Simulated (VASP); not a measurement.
# Ge (Fd-3m) in VASP: settings compared

Aim: see how the results for Ge move with the level of theory and the settings. Levels: PBEsol, PBE. Tasks: elastic constants, phonons.

Program: VASP 6.6.1. These are calculated values, not measurements. Logs are shortened: lines on timing, memory, paths and dates and some standing lists are left out, and cuts for length are marked.

## Step 1: The crystal as given

Symmetry: Fd-3m, No. 227, cubic system. Conventional cell: a = 5.674 Å, b = 5.674 Å, c = 5.674 Å, α = 90.00°, β = 90.00°, γ = 90.00°. Around Ge (site symmetry -43m) lie 4 Ge at 2.46 Å.

## Step 2: Elastic constants, PBEsol

File POSCAR:

```
Ge
1.0
    0.0000000000      2.8370028123      2.8370028123
    2.8370028123      0.0000000000      2.8370028123
    2.8370028123      2.8370028123      0.0000000000
  Ge
     2
Direct
     0.0000000000000000    0.0000000000000000    0.0000000000000000
     0.2500000000000000    0.2500000000000000    0.2500000000000000
```

File INCAR.step1:

```
SYSTEM = Ge
  PREC = Accurate
  ENCUT = 600
  EDIFF = 1E-8
  ISMEAR = 0
  SIGMA = 0.03
  LREAL = .False.
  LASPH = .True.
  NELM = 80
  ALGO = Normal
  ISIF = 3
  LWAVE = .False.
  LCHARG = .False.
  GGA = PS
  IBRION = 2
  NSW = 40
  EDIFFG = -0.002
```

File INCAR.step2:

```
SYSTEM = Ge
  PREC = Accurate
  ENCUT = 600
  EDIFF = 1E-8
  ISMEAR = 0
  SIGMA = 0.03
  LREAL = .False.
  LASPH = .True.
  NELM = 80
  ALGO = Normal
  ISIF = 3
  LWAVE = .False.
  LCHARG = .False.
  GGA = PS
  IBRION = 6
  NFREE = 2
  POTIM = 0.015
  NSW = 1
```

File KPOINTS:

```
Automatic mesh
0
Gamma
  10 10 10
  0 0 0
```

Potentials or basis: VASP PAW PBE potentials, release 64 (Ge_d).

On the command line:

```bash
$ cat potpaw_PBE.64/Ge_d/POTCAR > POTCAR
$ cp INCAR.step1 INCAR
$ mpirun -np 1 vasp_std > vasp.out
$ cp CONTCAR POSCAR
$ cp INCAR.step2 INCAR
$ mpirun -np 1 vasp_std > vasp.out
```

OUTCAR:

```text
SYSTEM = Ge
   PREC = Accurate
   ENCUT = 600
   EDIFF = 1E-8
   ISMEAR = 0
   LREAL = .False.
   LASPH = .True.
   NELM = 80
   ISIF = 3
   GGA = PS
   IBRION = 6
   NFREE = 2
   POTIM = 0.015
   NSW = 1

 ion  position               nearest neighbor table
   1  0.000  0.000  0.000-   2 2.46   2 2.46   2 2.46   2 2.46
   2  0.250  0.250  0.250-   1 2.46   1 2.46   1 2.46   1 2.46

  LATTYP: Found a face centered cubic cell.
 ALAT       =     5.6740056246

  Lattice vectors:

 A1 = (   0.0000000000,   2.8370028123,   2.8370028123)
 A2 = (   2.8370028123,   0.0000000000,   2.8370028123)
 A3 = (   2.8370028123,   2.8370028123,   0.0000000000)

Analysis of symmetry for initial positions (statically):
=====================================================================
 Subroutine PRICEL returns:
 Original cell was already a primitive cell.

 Routine SETGRP: Setting up the symmetry group for a
 face centered cubic supercell.

 Subroutine GETGRP returns: Found 48 space group operations
 (whereof 24 operations were pure point group operations)
 out of a pool of 48 trial point group operations.

The static configuration has the point symmetry T_d .
 The point group associated with its full space group is O_h .

Analysis of symmetry for dynamics (positions and initial velocities):
=====================================================================
 Subroutine PRICEL returns:
 Original cell was already a primitive cell.

 Routine SETGRP: Setting up the symmetry group for a
 face centered cubic supercell.

 Subroutine GETGRP returns: Found 48 space group operations
 (whereof 24 operations were pure point group operations)
 out of a pool of 48 trial point group operations.

The dynamic configuration has the point symmetry T_d .
 The point group associated with its full space group is O_h .

 Subroutine INISYM returns: Found 48 space group operations
 (whereof 24 operations are pure point group operations),
 and found     1 'primitive' translations

----------------------------------------------------------------------------------------

                                     Primitive cell

  volume of cell :      45.6677

  direct lattice vectors                    reciprocal lattice vectors
     0.000000000  2.837002812  2.837002812    -0.176242335  0.176242335  0.176242335
     2.837002812  0.000000000  2.837002812     0.176242335 -0.176242335  0.176242335
     2.837002812  2.837002812  0.000000000     0.176242335  0.176242335 -0.176242335

  length of vectors
     4.012127854  4.012127854  4.012127854     0.305260679  0.305260679  0.305260679

  position of ions in fractional coordinates (direct lattice)
     0.000000000  0.000000000  0.000000000
     0.250000000  0.250000000  0.250000000

  ion indices of the primitive-cell ions
   primitive index   ion index
                 1           1
                 2           2

----------------------------------------------------------------------------------------

 KPOINTS: Automatic mesh

Automatic generation of k-mesh.
 Grid dimensions read from file:
 generate k-points for:   10   10   10

 Generating k-lattice:

  Cartesian coordinates                     Fractional coordinates (reciprocal lattice)
    -0.017624233  0.017624233  0.017624233     0.100000000  0.000000000  0.000000000
     0.017624233 -0.017624233  0.017624233     0.000000000  0.100000000  0.000000000
     0.017624233  0.017624233 -0.017624233     0.000000000  0.000000000  0.100000000

  Length of vectors
     0.030526068  0.030526068  0.030526068

  Shift w.r.t. Gamma in fractional coordinates (k-lattice)
     0.000000000  0.000000000  0.000000000

 Subroutine IBZKPT returns following result:
 ===========================================

 Found     47 irreducible k-points:
[... 52 lines left out ...]
   ISIF   =      3    stress and relaxation
   ISYM   =      2    0-nonsym 1-usesym 2-fastsym
   POTIM  = 0.0150    time-step for ionic-motion
   TEBEG  =    0.0;   TEEND  =   0.0 temperature during run
   PSTRESS=    0.0 pullay stress
   NELECT =      28.0000    total number of electrons
   NUPDOWN=      -1.0000    fix difference up-down
   EMIN   =  10.00;   EMAX   =-10.00  energy-range for DOS
   EFERMI =   0.00;   METHOD = LEGACY
   ISMEAR =     0;   SIGMA  =   0.03  broadening in eV -4-tet -1-fermi 0-gaus
   EFERMI_NEDOS =   21; number of points for ismear=-14 and -15
   IALGO  =     38    algorithm
   IMIX   =      4    mixing-type and parameters
     AMIX     =   0.40;   BMIX     =  1.00
     AMIX_MAG =   1.60;   BMIX_MAG =  1.00
  volume/ion in A,a.u.               =      22.83       154.09
  Fermi-wavevector in a.u.,A,eV,Ry     =   1.390778  2.628189 26.317244  1.934263
  Thomas-Fermi vector in A             =   2.514680
   LORBIT       =      0    0 simple, 1 ext, 2 COOP (PROOUT), +10 PAW based schemes
   GGA     = PS    functional components
   LHFCALC =     F    Hartree Fock is set to
   AEXX    =    0.0000 exact exchange contribution
   IVDW    =     0    specifies the selected vdW correction
   LEPSILON=     F    determine dielectric tensor
   LRPA    =     F    only Hartree local field effects (RPA)
 finite differences with symmetry
 non-spin polarized calculation
 Gauss-broadening in eV      SIGMA  =   0.03
  energy-cutoff  :      600.00
  volume of cell :       45.67
 maximum number of plane-waves:      1540
   NGX = 17   NGY = 17   NGZ = 17

--------------------------------------- Ionic step        1  -------------------------------------------

 number of electron      28.0000019 magnetization

 Free energy of the ion-electron system (eV)
  ---------------------------------------------------
  ext. energy  EPLUGINS =         0.00000000
  ---------------------------------------------------
  free energy    TOTEN  =        -9.87146091 eV

  energy without entropy =       -9.87141461  energy(sigma->0) =       -9.87143776

------------------------ aborting loop because EDIFF is reached ----------------------------------------

  FORCE on cell =-STRESS in cart. coord.  units (eV):
  Direction    XX          YY          ZZ          XY          YZ          ZX
  --------------------------------------------------------------------------------------
  -------------------------------------------------------------------------------------
  Total        0.0031533      0.0031533      0.0031533     -0.0000000      0.0000000     -0.0000000
  in kB        0.1106299      0.1106299      0.1106299     -0.0000000      0.0000000     -0.0000000
  external PRESSURE =       0.1106299 kB  Pullay stress =       0.0000000 kB
[... 89 lines left out ...]
  FREE ENERGIE OF THE ION-ELECTRON SYSTEM (eV)
  ---------------------------------------------------
  free  energy   TOTEN  =        -9.8677565917 eV

  energy  without entropy=       -9.8677283859  energy(sigma->0) =       -9.86774249

[... ionic steps 4 to 12 ...]

--------------------------------------- Ionic step       13  -------------------------------------------

 number of electron      28.0000018 magnetization

------------------------ aborting loop because EDIFF is reached ----------------------------------------
[... 67 lines left out ...]
--------------------------------------- Ionic step       15  -------------------------------------------

 number of electron      28.0000015 magnetization

 Free energy of the ion-electron system (eV)
  ---------------------------------------------------
  ext. energy  EPLUGINS =         0.00000000
  ---------------------------------------------------
  free energy    TOTEN  =        -9.87028854 eV

  energy without entropy =       -9.87027486  energy(sigma->0) =       -9.87028170

 E-fermi :   4.8100     XC(G=0): -10.0876

 val. band max:        4.7796999151   @ k =   0.0000   0.0000   0.0000
 cond. band min:       4.8485907509   @ k =   0.0000   0.0000   0.0000
 fundamental gap:      0.0688908358
 Fermi energy:         4.8099535378

 k-point     1 :       0.0000    0.0000    0.0000
  band No.  band energies     occupation
      1     -19.9752      2.00000
      2     -19.9723      2.00000
      3     -19.9689      2.00000
      4     -19.9363      2.00000
      5     -19.9361      2.00000
      6     -19.7306      2.00000
[... 481 lines left out ...]
      5     -19.8544      2.00000
      6     -19.8313      2.00000
[... 10 lines left out ...]
     17      11.3661      0.00000
     18      11.9300      0.00000

 [... further k-points ...]
[... 5 lines left out ...]
  --------------------------------------------------------------------------------------
  -------------------------------------------------------------------------------------
  Total        0.0093987      0.0060563      0.0060563      0.0000000     -0.1243552      0.0000000
  in kB        0.3297379      0.2124770      0.2124770      0.0000000     -4.3628010      0.0000000
  external PRESSURE =       0.2515640 kB  Pullay stress =       0.0000000 kB
[... 17 lines left out ...]
  FREE ENERGIE OF THE ION-ELECTRON SYSTEM (eV)
  ---------------------------------------------------
  free  energy   TOTEN  =        -9.8702885404 eV

  energy  without entropy=       -9.8702748560  energy(sigma->0) =       -9.87028170

 INTERNAL STRAIN TENSORS FROM STRAINED CELLS
 ============================================

 INTERNAL STRAIN TENSOR FOR ION    1 for displacements in x,y,z  (eV/Angst):
          X           Y           Z          XY          YZ          ZX
  --------------------------------------------------------------------------------
  x     0.00000    -0.00000     0.00000     0.00000     8.44984     0.00000
  y     0.00000    -0.00000     0.00000     0.00000     0.00000     8.44827
  z     0.00000    -0.00000     0.00000     8.44964     0.00000     0.00000

 INTERNAL STRAIN TENSORS FROM DISPLACED ATOMS
 ============================================

 INTERNAL STRAIN TENSOR FOR ION    1 for displacements in x,y,z  (eV/Angst):
          X           Y           Z          XY          YZ          ZX
  --------------------------------------------------------------------------------
  x    -0.00000     0.00000     0.00000     0.00000     8.29331     0.00000
  y     0.00000    -0.00000     0.00000     0.00000     0.00000     8.29331
  z     0.00000     0.00000    -0.00000     8.29331     0.00000     0.00000

 INTERNAL STRAIN TENSOR FOR ION    2 for displacements in x,y,z  (eV/Angst):
          X           Y           Z          XY          YZ          ZX
  --------------------------------------------------------------------------------
  x     0.00000     0.00000     0.00000     0.00000    -8.29331     0.00000
  y     0.00000     0.00000     0.00000     0.00000     0.00000    -8.29331
  z     0.00000     0.00000     0.00000    -8.29331     0.00000     0.00000

 Eigenvectors and eigenvalues of the dynamical matrix
 ----------------------------------------------------

   1 f  =    8.457002 THz    53.136908 2PiTHz  282.095208 cm-1    34.975332 meV
             X         Y         Z           dx          dy          dz
      0.000000  0.000000  0.000000     0.000000   -0.707107    0.000000
      1.418501  1.418501  1.418501     0.000000    0.707107    0.000000
[... 21 lines left out ...]
   6 f  =    0.000000 THz     0.000000 2PiTHz    0.000000 cm-1     0.000000 meV
             X         Y         Z           dx          dy          dz
      0.000000  0.000000  0.000000     0.000000    0.000000    0.707107
      1.418501  1.418501  1.418501     0.000000    0.000000    0.707107

--------------------------------------------------------------------------------------------------------

 ELASTIC MODULI CONTR FROM IONIC RELAXATION (kBar)
 Direction    XX          YY          ZZ          XY          YZ          ZX
 --------------------------------------------------------------------------------
 XX          -0.0000      0.0000      0.0000      0.0000      0.0000      0.0000
 YY           0.0000     -0.0000      0.0000      0.0000      0.0000      0.0000
 ZZ           0.0000      0.0000     -0.0000      0.0000      0.0000      0.0000
 XY           0.0000      0.0000      0.0000   -227.1223      0.0000      0.0000
 YZ           0.0000      0.0000      0.0000      0.0000   -227.1223      0.0000
 ZX           0.0000      0.0000      0.0000      0.0000      0.0000   -227.1223
 --------------------------------------------------------------------------------

 TOTAL ELASTIC MODULI (kBar)
 Direction    XX          YY          ZZ          XY          YZ          ZX
 --------------------------------------------------------------------------------
 XX        1134.3242    438.4264    438.4264      0.0000      0.0000      0.0000
 YY         438.4264   1134.3242    438.4264     -0.0000     -0.0000      0.0000
 ZZ         438.4264    438.4264   1134.3242      0.0000     -0.0000      0.0000
 XY           0.0000     -0.0000      0.0000    582.1901      0.0000      0.0000
 YZ           0.0000     -0.0000     -0.0000      0.0000    582.1901      0.0000
 ZX           0.0000      0.0000      0.0000      0.0000      0.0000    582.1901
 --------------------------------------------------------------------------------
```

It took 11 min on 1 thread of Intel Xeon 6975P-C (Granite Rapids), shared host; peak memory 0.5 GiB.

What came out:

| Item | Value |
| --- | --- |
| Elastic constants C11, C12, C44 | 113, 44, 58 GPa |
| Voigt bulk modulus | 67 GPa |
| Highest phonon frequency at Γ | 282 cm⁻¹ |

Phonon frequencies in cm⁻¹ (negative: imaginary):
```tsv
q point	frequencies
(0.000, 0.000, 0.000)	0 0 0 282 282 282
```

Elastic tensor in Voigt notation (GPa, in the Cartesian axes of the cell as first typed):
```
113  44  44   0   0   0
 44 113  44   0   0   0
 44  44 113   0   0   0
  0   0   0  58   0   0
  0   0   0   0  58   0
  0   0   0   0   0  58
```

Clamped-ion elastic tensor (GPa):
```
113  44  44   0   0   0
 44 113  44   0   0   0
 44  44 113   0   0   0
  0   0   0  81   0   0
  0   0   0   0  81   0
  0   0   0   0   0  81
```

Caveat: the PAW data sets were made with another functional, which shifts forces and pressure a little.

(Continued in part 2 of 3.)
